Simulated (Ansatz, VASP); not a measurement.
Two plane-wave programs on AlN

```xyz
4
Lattice="2.8329 0.0000 0.0000 -1.4164 2.4533 0.0000 0.0000 0.0000 4.8410" Properties=species:S:1:pos:R:3 pbc="T T T"
Al    0.0000    0.0000    0.0000
Al    0.0000    0.0000    2.4205
N     0.0000    1.6355    1.2103
N     1.4164    0.8178    3.6308
```

Alike in both runs: task single point; functional PBEsol; k mesh 6 × 6 × 4; no spin polarisation.

|  | VASP | Ansatz |
| --- | --- | --- |
| version | VASP 6.6.1 | Ansatz 0.2.0 |
| potentials or method | VASP PAW PBE potentials, release 64 (Al, N) | plane waves, PAW |
| plane-wave cutoff (eV) | 520 | 420 |
| occupations | gaussian, width 0.01 eV | fixed |
| valence electrons in the cell | 16 | 16 |

```csv
,VASP,Ansatz,Ansatz less VASP
gap on the k mesh at the Fermi level (eV),4.92,4.92,+0.002
```

Caveats: the k mesh is coarse (spacing up to 0.43 Å⁻¹), so the values aren't converged. A k mesh can miss the band edges.
